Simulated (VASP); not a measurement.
# GaN (P6_3mc) in VASP: further runs

Aim: see how the results for GaN move with the level of theory and the settings. Levels: PBE0, PBE-EpsX. Tasks: band structure.

Program: VASP 6.6.1. These are calculated values, not measurements. Logs are shortened: lines on timing, memory, paths and dates and some standing lists are left out, and cuts for length are marked.

**The experiment to reproduce.**

From “Studying electronic properties in GaN without electrical contacts using γ-γ vs e−-γ Perturbed Angular Correlations”, 2019, pmc:6823545, for a bulk crystal of GaN: band gap 3.503 ± 0.005 eV (direct).

How close the calculation comes is told below.

### 1 The structure

It takes space group P6_3mc (No. 186, hexagonal). Conventional cell: a = 3.180 Å, b = 3.180 Å, c = 5.183 Å, α = 90.00°, β = 90.00°, γ = 120.00°. Ga (site symmetry 3m) is surrounded by 4 N at 1.94 to 1.95 Å. Around N (site symmetry 3m) lie 4 Ga at 1.94 to 1.95 Å.

### 2 Band structure, PBE0

POSCAR

```
GaN                                     
1.0
    3.1802324007     -0.0000000000      0.0000000000
   -1.5901162004      2.7541620489      0.0000000000
    0.0000000000      0.0000000000      5.1832207791
  Ga              N             
     2     2
Direct
     0.3333333332999970    0.6666666667000030    0.9992402580504851
     0.6666666667000030    0.3333333332999970    0.4992402580504852
     0.3333333332999970    0.6666666667000030    0.3757597419495148
     0.6666666667000030    0.3333333332999970    0.8757597419495149
```

INCAR.step1

```
SYSTEM = GaN
PREC = Accurate
ENCUT = 520
EDIFF = 1E-5
ISMEAR = 0
SIGMA = 0.03
LREAL = .False.
LASPH = .True.
NELM = 80
ALGO = Normal
ISIF = 2
LWAVE = .True.
LCHARG = .False.
KPAR = 4
GGA = PE
```

INCAR.step2

```
SYSTEM = GaN
PREC = Accurate
ENCUT = 520
EDIFF = 1E-7
ISMEAR = 0
SIGMA = 0.03
LREAL = .False.
LASPH = .True.
NELM = 80
ALGO = Normal
ISIF = 2
LWAVE = .False.
LCHARG = .False.
GGA = PE
LHFCALC = .True.
AEXX = 0.25
PRECFOCK = Fast
HFRCUT = -1
KPAR = 4
ISTART = 1
```

KPOINTS

```
regular mesh
0
Gamma
  6 6 3
  0 0 0
```

KPOINTS_OPT

```
explicit points
6
Reciprocal
 0.0000000000  0.0000000000  0.0000000000 1
 0.0000000000  0.0000000000  0.5000000000 1
 0.3333333333  0.3333333333  0.5000000000 1
 0.3333333333  0.3333333333  0.0000000000 1
 0.5000000000  0.0000000000  0.5000000000 1
 0.5000000000  0.0000000000  0.0000000000 1
```

Potentials or basis: VASP PAW PBE potentials, release 64 (Ga_d, N).

The run is started by

```
> cat potpaw_PBE.64/Ga_d/POTCAR potpaw_PBE.64/N/POTCAR > POTCAR
> cp INCAR.step1 INCAR
> mpirun -np 4 vasp_std > vasp.out
> cp INCAR.step2 INCAR
> mpirun -np 4 vasp_std > vasp.out
```

OUTCAR:

```text
SYSTEM = GaN
   PREC = Accurate
   ENCUT = 520
   EDIFF = 1E-7
   ISMEAR = 0
   LREAL = .False.
   LASPH = .True.
   NELM = 80
   ISIF = 2
   GGA = PE
   LHFCALC = .True.
   AEXX = 0.25
   PRECFOCK = Fast
   ISTART = 1

 ion  position               nearest neighbor table
   1  0.333  0.667  0.999-   4 1.94   4 1.94   4 1.94   3 1.95
   2  0.667  0.333  0.499-   3 1.94   3 1.94   3 1.94   4 1.95
   3  0.333  0.667  0.376-   2 1.94   2 1.94   2 1.94   1 1.95
   4  0.667  0.333  0.876-   1 1.94   1 1.94   1 1.94   2 1.95

  LATTYP: Found a hexagonal cell.
 ALAT       =     3.1802324007
 C/A-ratio  =     1.6298245304

  Lattice vectors:

 A1 = (   3.1802324007,   0.0000000000,   0.0000000000)
 A2 = (  -1.5901162004,   2.7541620489,   0.0000000000)
 A3 = (   0.0000000000,   0.0000000000,   5.1832207791)

Analysis of symmetry for initial positions (statically):
=====================================================================
 Subroutine PRICEL returns:
 Original cell was already a primitive cell.

 Routine SETGRP: Setting up the symmetry group for a
 hexagonal supercell.

 Subroutine GETGRP returns: Found 12 space group operations
 (whereof  6 operations were pure point group operations)
 out of a pool of 24 trial point group operations.

The static configuration has the point symmetry C_3v.
 The point group associated with its full space group is C_6v.

Analysis of symmetry for dynamics (positions and initial velocities):
=====================================================================
 Subroutine PRICEL returns:
 Original cell was already a primitive cell.

 Routine SETGRP: Setting up the symmetry group for a
 hexagonal supercell.

 Subroutine GETGRP returns: Found 12 space group operations
 (whereof  6 operations were pure point group operations)
 out of a pool of 24 trial point group operations.

The dynamic configuration has the point symmetry C_3v.
 The point group associated with its full space group is C_6v.

 Subroutine INISYM returns: Found 12 space group operations
 (whereof  6 operations are pure point group operations),
 and found     1 'primitive' translations

----------------------------------------------------------------------------------------

                                     Primitive cell

  volume of cell :      45.3992

  direct lattice vectors                    reciprocal lattice vectors
     3.180232401  0.000000000  0.000000000     0.314442429  0.181543421  0.000000000
    -1.590116200  2.754162049  0.000000000     0.000000000  0.363086842  0.000000000
     0.000000000  0.000000000  5.183220779     0.000000000  0.000000000  0.192930234

  length of vectors
     3.180232401  3.180232401  5.183220779     0.363086842  0.363086842  0.192930234

  position of ions in fractional coordinates (direct lattice)
     0.333333333  0.666666667  0.999240258
     0.666666667  0.333333333  0.499240258
     0.333333333  0.666666667  0.375759742
     0.666666667  0.333333333  0.875759742

  ion indices of the primitive-cell ions
   primitive index   ion index
                 1           1
                 2           2
                 3           3
                 4           4

----------------------------------------------------------------------------------------

 KPOINTS: regular mesh

Automatic generation of k-mesh.
 Grid dimensions read from file:
 generate k-points for:    6    6    3

 Generating k-lattice:

  Cartesian coordinates                     Fractional coordinates (reciprocal lattice)
     0.052407071  0.030257237  0.000000000     0.166666667 -0.000000000  0.000000000
     0.000000000  0.060514474  0.000000000     0.000000000  0.166666667  0.000000000
     0.000000000  0.000000000  0.064310078     0.000000000  0.000000000  0.333333333

  Length of vectors
     0.060514474  0.060514474  0.064310078

  Shift w.r.t. Gamma in fractional coordinates (k-lattice)
     0.000000000  0.000000000  0.000000000

 Subroutine IBZKPT returns following result:
 ===========================================

 Found     14 irreducible k-points:

 Following reciprocal coordinates:
            Coordinates               Weight
  0.000000  0.000000  0.000000      1.000000
  0.166667  0.000000  0.000000      6.000000
  0.333333  0.000000  0.000000      6.000000
  0.500000  0.000000  0.000000      3.000000
  0.166667  0.166667  0.000000      6.000000
  0.333333  0.166667  0.000000     12.000000
  0.333333  0.333333  0.000000      2.000000
  0.000000  0.000000  0.333333      2.000000
  0.166667  0.000000  0.333333     12.000000
  0.333333  0.000000  0.333333     12.000000
  0.500000  0.000000  0.333333      6.000000
  0.166667  0.166667  0.333333     12.000000
  0.333333  0.166667  0.333333     24.000000
  0.333333  0.333333  0.333333      4.000000
   k-points           NKPTS =     14   k-points in BZ     NKDIM =    108   number of bands    NBANDS=     22
   number of dos      NEDOS =    301   number of ions     NIONS =      4
   total plane-waves  NPLWV =  23040
   dimension x,y,z NGX =    24 NGY =   24 NGZ =   40
   dimension x,y,z NGXF=    48 NGYF=   48 NGZF=   80
   ions per type =               2   2
   NGX,Y,Z   is equivalent  to a cutoff of  12.55, 12.55, 12.83 a.u.
   NGXF,Y,Z  is equivalent  to a cutoff of  25.09, 25.09, 25.66 a.u.
 SYSTEM =  GaN
   PREC   = accura    normal or accurate (medium, high low for compatibility)
   ISTART =      1    job   : 0-new  1-cont  2-samecut
   ICHARG =      0    charge: 1-file 2-atom 10-const
   ISPIN  =      1    spin polarized calculation?
   LNONCOLLINEAR =      F non collinear calculations
   LSORBIT =      F    spin-orbit coupling
   LASPH  =      T    aspherical Exc in radial PAW
   ENCUT  =  520.0 eV  38.22 Ry    6.18 a.u.   5.91  5.91  9.64*2*pi/ulx,y,z
   NELM   =     80;   NELMIN=  2; NELMDL=  0     # of ELM steps
   EDIFF  = 0.1E-06   stopping-criterion for ELM
   LREAL  =      F    real-space projection
   EDIFFG = 0.1E-05   stopping-criterion for IOM
   NSW    =      0    number of steps for IOM
   IBRION =     -1    ionic relax: 0-MD 1-quasi-New 2-CG
   NFREE  =      0    steps in history (QN), initial steepest desc. (CG)
   ISIF   =      2    stress and relaxation
   ISYM   =      3    0-nonsym 1-usesym 2-fastsym
   POTIM  = 0.5000    time-step for ionic-motion
   TEBEG  =    0.0;   TEEND  =   0.0 temperature during run
   PSTRESS=    0.0 pullay stress
   NELECT =      36.0000    total number of electrons
   NUPDOWN=      -1.0000    fix difference up-down
   EMIN   =  10.00;   EMAX   =-10.00  energy-range for DOS
   EFERMI =   0.00;   METHOD = LEGACY
   ISMEAR =     0;   SIGMA  =   0.03  broadening in eV -4-tet -1-fermi 0-gaus
   EFERMI_NEDOS =   21; number of points for ismear=-14 and -15
   IALGO  =     38    algorithm
   IMIX   =      1    mixing-type and parameters
     AMIX     =   0.40;   BMIX     =  1.00
     AMIX_MAG =   1.60;   BMIX_MAG =  1.00
  volume/ion in A,a.u.               =      11.35        76.59
  Fermi-wavevector in a.u.,A,eV,Ry     =   1.515280  2.863465 31.239989  2.296074
  Thomas-Fermi vector in A             =   2.624825
   LORBIT       =      0    0 simple, 1 ext, 2 COOP (PROOUT), +10 PAW based schemes
   GGA     = PE    functional components
   LHFCALC =     T    Hartree Fock is set to
   PRECFOCK=fast      Normal, Fast or Accurate (Low or Medium for compatibility)
   ENCUT4O =  -1.0   cutoff for four orbital integrals eV
   NKREDX  =     1    reduce k-point grid by
   NKREDY  =     1    reduce k-point grid by
   NKREDZ  =     1    reduce k-point grid by
   AEXX    =    0.2500 exact exchange contribution
   HFSCREEN=    0.0000 screening length (either q_TF or 0.3 A-1)
   HFSCREENC=   0.0000 screening length for correlation (either q_TF or 0.3 A-1)
   ENCUTFOCK=  -1.0 apply spherical cutoff to Coloumb kernel
   IVDW    =     0    specifies the selected vdW correction
   LEPSILON=     F    determine dielectric tensor
   LRPA    =     F    only Hartree local field effects (RPA)
 non-spin polarized calculation
 Gauss-broadening in eV      SIGMA  =   0.03
  energy-cutoff  :      520.00
  volume of cell :       45.40
 maximum number of plane-waves:      1244
 NGX is ok and might be reduce to    24
  NGX = 14; NGY = 14; NGZ = 24

 number of electron      35.9999996 magnetization

 Free energy of the ion-electron system (eV)
  ---------------------------------------------------
  ext. energy  EPLUGINS =         0.00000000
  ---------------------------------------------------
  free energy    TOTEN  =       -31.34127680 eV

  energy without entropy =      -31.34127680  energy(sigma->0) =      -31.34127680

 E-fermi :   4.3877     XC(G=0):  -9.1886

 val. band max:        4.1948032031   @ k =   0.0000   0.0000   0.0000
 cond. band min:       8.1278473056   @ k =   0.0000   0.0000   0.0000
 fundamental gap:      3.9330441025
 Fermi energy:         4.3876803425

 k-point     1 :       0.0000    0.0000    0.0000
  band No.  band energies     occupation
      1     -13.4049      2.00000
      2     -12.7463      2.00000
      3     -11.4168      2.00000
      4     -11.3997      2.00000
      5     -11.3997      2.00000
      6     -11.3387      2.00000
[... 14 lines left out ...]
     21      15.9559      0.00000
     22      16.4589      0.00000

 k-point     2 :       0.1667    0.0000    0.0000
  band No.  band energies     occupation
      1     -13.1720      2.00000
      2     -12.7056      2.00000
      3     -11.3854      2.00000
      4     -11.3660      2.00000
      5     -11.3114      2.00000
      6     -11.2902      2.00000
[... 14 lines left out ...]
     21      14.6843      0.00000
     22      15.4744      0.00000

 k-point     3 :       0.3333    0.0000    0.0000
  band No.  band energies     occupation
      1     -12.8325      2.00000
      2     -12.6580      2.00000
      3     -11.3438      2.00000
      4     -11.3276      2.00000
      5     -11.2396      2.00000
      6     -11.1961      2.00000
[... 14 lines left out ...]
     21      13.0631      0.00000
     22      15.1590      0.00000

 k-point     4 :       0.5000    0.0000    0.0000
  band No.  band energies     occupation
      1     -12.7441      2.00000
      2     -12.6452      2.00000
      3     -11.3405      2.00000
      4     -11.3234      2.00000
      5     -11.2266      2.00000
      6     -11.1758      2.00000
[... 14 lines left out ...]
     21      12.3816      0.00000
     22      15.4655      0.00000

 k-point     5 :       0.1667    0.1667    0.0000
  band No.  band energies     occupation
      1     -12.8940      2.00000
      2     -12.6665      2.00000
      3     -11.3500      2.00000
      4     -11.3320      2.00000
      5     -11.2622      2.00000
      6     -11.2362      2.00000
[... 167 lines left out ...]
 k-point    12 :       0.1667    0.1667    0.3333
  band No.  band energies     occupation
      1     -12.7742      2.00000
      2     -12.6676      2.00000
      3     -11.3333      2.00000
      4     -11.3182      2.00000
      5     -11.2873      2.00000
      6     -11.2669      2.00000
[... 14 lines left out ...]
     21      13.9739      0.00000
     22      14.4196      0.00000

 k-point    13 :       0.3333    0.1667    0.3333
  band No.  band energies     occupation
      1     -12.6697      2.00000
      2     -12.6320      2.00000
      3     -11.3217      2.00000
      4     -11.3031      2.00000
      5     -11.2717      2.00000
      6     -11.2111      2.00000
[... 14 lines left out ...]
     21      14.0568      0.00000
     22      14.9206      0.00000

 k-point    14 :       0.3333    0.3333    0.3333
  band No.  band energies     occupation
      1     -12.6300      2.00000
      2     -12.6300      2.00000
      3     -11.3277      2.00000
      4     -11.2630      2.00000
      5     -11.2630      2.00000
      6     -11.2115      2.00000
[... 14 lines left out ...]
     21      13.3147      0.00000
     22      14.4481      0.00000

------------------------ aborting loop because EDIFF is reached ----------------------------------------

  FORCE on cell =-STRESS in cart. coord.  units (eV):
  Direction    XX          YY          ZZ          XY          YZ          ZX
  --------------------------------------------------------------------------------------
  -------------------------------------------------------------------------------------
  Total        0.0883260      0.0883260     -0.0715647     -0.0000000      0.0000000      0.0000000
  in kB        3.1171035      3.1171035     -2.5255802     -0.0000000      0.0000000      0.0000000
  external PRESSURE =       1.2362089 kB  Pullay stress =       0.0000000 kB

 VOLUME and BASIS-vectors are now :
 -----------------------------------------------------------------------------
  energy-cutoff  :      520.00
  volume of cell :       45.40
      direct lattice vectors                 reciprocal lattice vectors
     3.180232401  0.000000000  0.000000000     0.314442429  0.181543421  0.000000000
    -1.590116200  2.754162049  0.000000000     0.000000000  0.363086842  0.000000000
     0.000000000  0.000000000  5.183220779     0.000000000  0.000000000  0.192930234

 POSITION                                       TOTAL-FORCE (eV/Angst)
 -----------------------------------------------------------------------------------
     -0.00000      1.83611      5.17928        -0.000000     -0.000000     -0.020494
      1.59012      0.91805      2.58767         0.000000      0.000000     -0.020494
     -0.00000      1.83611      1.94765        -0.000000      0.000000      0.020494
      1.59012      0.91805      4.53926         0.000000     -0.000000      0.020494
 -----------------------------------------------------------------------------------
    total drift:                               -0.000001     -0.000001     -0.001294

  FREE ENERGIE OF THE ION-ELECTRON SYSTEM (eV)
  ---------------------------------------------------
  free  energy   TOTEN  =       -31.3412767986 eV

  energy  without entropy=      -31.3412767986  energy(sigma->0) =      -31.34127680
```

Wall time 10 min (4 MPI ranks of Intel Xeon 6975P-C (Granite Rapids), shared host); peak memory 0.18 GiB.

What came out:

```yaml
Free_energy: -31.3413 eV
Pressure: 0.1 GPa
Largest_force: 0.020 eV/Å
Band_gap_on_the_k_mesh: 3.93 eV, direct
Band_gap_along_the_path: 3.93 eV, direct
```

Forces in eV/Å, atoms in the order of the input:
```
Ga   0.000  0.000 -0.020
Ga   0.000  0.000 -0.020
N    0.000  0.000  0.020
N    0.000  0.000  0.020
```

Stress tensor (GPa, compression positive):
```
 0.31  0.00  0.00
 0.00  0.31  0.00
 0.00  0.00 -0.25
```

Caveat: the PAW data sets were made with another functional, which shifts forces and pressure a little.

(Part 1 of 2 ends here.)
